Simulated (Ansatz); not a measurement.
Working through a calculation of the elastic constants of ZrO2, space group P4_2/nmc

With the Python package of Ansatz (0.2.0).

At the Python prompt:
```pycon
>>> from dataclasses import replace
>>> import ansatz as az
>>> import numpy as np
>>> FUNCTIONAL = "PBE"
>>> FILLING = "fermi_dirac"
>>> TOLERANCE = 1e-10
>>> KGRID = (6, 6, 6)
>>> crystal = (
...     az.Lattice.from_parameters(3.5961, 3.5961, 5.177, alpha=90, beta=90, gamma=90)
...     .space_group(137, hermann_mauguin="P42/nmc", origin_choice=1)
...     .atom("Zr", [0.0, 0.0, 0.0])
...     .atom("O", [0.0, 0.5, 0.203])
... )
>>> crystal.resolved().sites[-1]
Site(symbol='O', position=(1.0, 0.5, 0.7030000000000001), moment=None, axis=None, held=None, saved=None)
>>> base = (
...     crystal.calculation()
...     .functional(FUNCTIONAL)
...     .occupations(FILLING, width=10 * az.meV)
...     .scf(tolerance=TOLERANCE)
...     .kpoints(*KGRID)
... )
>>> # relax, then strain
>>> rest = base.relax(cell=True).run(threads=1, backend="cpu").lattice
DeckWarning: basis.ecutwfc = 420 eV, auto-derived from the records' recommended cutoffs: set by Zr (normal level)
>>> relaxed = az.Crystal(lattice=az.Lattice.of(rest.cell_ang))
>>> for site in rest.sites:
...     relaxed = relaxed.atom(site.symbol, site.position_frac)
...
>>> base = replace(base, crystal=relaxed)
>>> print("relaxed volume {:.3f} A^3".format(abs(np.linalg.det(rest.cell_ang))))
relaxed volume 69.251 A^3
>>> result = base.elastic("clamped_ion", amplitude=0.003).run(threads=1, backend="cpu")
>>> elastic = result.elastic
>>> print(np.array2string(np.round(elastic.c_gpa, 1) + 0.0, suppress_small=True))
[[415.2 186.4 112.8   0.    0.    0. ]
 [186.4 415.2 112.8   0.    0.    0. ]
 [112.8 112.8 383.    0.    0.    0. ]
 [  0.    0.    0.   76.3   0.    0. ]
 [  0.    0.    0.    0.   76.3   0. ]
 [  0.    0.    0.    0.    0.  152.3]]
>>> print("Voigt stress of the unstrained cell (GPa, tension positive):", np.round(elastic.sigma0_gpa, 3) + 0.0)
Voigt stress of the unstrained cell (GPa, tension positive): [-0.023 -0.023 -0.046  0.     0.     0.   ]
>>> print("smallest eigenvalue of C:", round(elastic.stability.min_eigenvalue_gpa, 1), "GPa; tensor positive definite:", elastic.stability.min_eigenvalue_gpa > 0)
smallest eigenvalue of C: 76.3 GPa; tensor positive definite: True
>>> # averaged moduli need a positive definite tensor
>>> if elastic.stability.min_eigenvalue_gpa > 0:
...     m = elastic.moduli
...     anisotropy = 5 * m.g_voigt_gpa / m.g_reuss_gpa + m.k_voigt_gpa / m.k_reuss_gpa - 6
...     print(f"Voigt K {m.k_voigt_gpa:.1f} G {m.g_voigt_gpa:.1f}; Reuss K {m.k_reuss_gpa:.1f} G {m.g_reuss_gpa:.1f}; universal anisotropy index {anisotropy:.3f}")
...
Voigt K 226.4 G 114.4; Reuss K 223.7 G 103.8; universal anisotropy index 0.521
```

Caveats:
- Spin is left out of this run.
- A positive definite tensor excludes instabilities under uniform strain alone; phonons elsewhere in the zone can still be imaginary.
- This is a high-temperature or high-pressure form, not the ambient phase.
- In a crystal with a gap the Fermi level's place inside it depends on smearing and mesh.
- These are clamped-ion constants: where atoms have free coordinates under strain, the relaxed-ion ones can be far smaller or negative, so this tensor doesn't settle whether the crystal is stable.
- The starting cell is as deposited in a crystallographic database; the results hold for this polymorph, which needn't be the stable one.
- Warnings are shown shortened and without file and line.
- The constants belong to the cell that was strained; where it wasn't relaxed first it may be under stress.
- Run time: 2.1 min on 1 thread of Arm Neoverse V2, with other jobs on the host, peak memory 0.52 GiB.

(A comment or docstring line of the script was reworded after the run, the code is as it ran.)
